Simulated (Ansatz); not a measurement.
A plane-wave DFT run in Ansatz 0.2.0 (scalar-relativistic PAW potentials unless the input names others): input and command.

```yaml
crystal:
  lattice:
    - [-1.2649629443, 1.2649629443, 1.2649629443]
    - [1.2649629443, -1.2649629443, 1.2649629443]
    - [1.2649629443, 1.2649629443, -1.2649629443]
  atoms:
    - { symbol: Be, position: [0.0, 0.0, 0.0] }
basis:
  ecutwfc: 420
kpoints:
  mp_grid: { grid: [24, 24, 24] }
hamiltonian:
  XC: pbesol
scf:
  occupations: { method: gaussian, width: 0.1 }
  max_iter: 75
output:
  forces: true
  eigenvalues: true
  stress: true
```

```bash
ansatz run input.yaml --threads 1 --pin off --max-ram 1331MiB --backend cpu --events-out ev --progress --plain --runs-dir out
```

Will this input run?

The program refuses it, because of a misspelt key (the key hamiltonian.xc typed as XC). With the key spelt rightly it is accepted.

Abridged log:
```
Error: YAML parse error: error: line 13 column 3: unknown field `XC`, expected one of xc, dispersion, noncollinear_xc, pseudopotentials, hubbard, deformation_potential_offset, integrals
  --> <input>:13:3
   |
11 |   mp_grid: { grid: [24, 24, 24] }
12 | hamiltonian:
13 |   XC: pbesol
   |   ^ unknown field `XC`, expected one of xc, dispersion, noncollinear_xc, pseudopotentials, hubbard, deformation_potential_offset, integrals
14 | scf:
15 |   occupations: { method: gaussian, width: 0.1 }
   |
```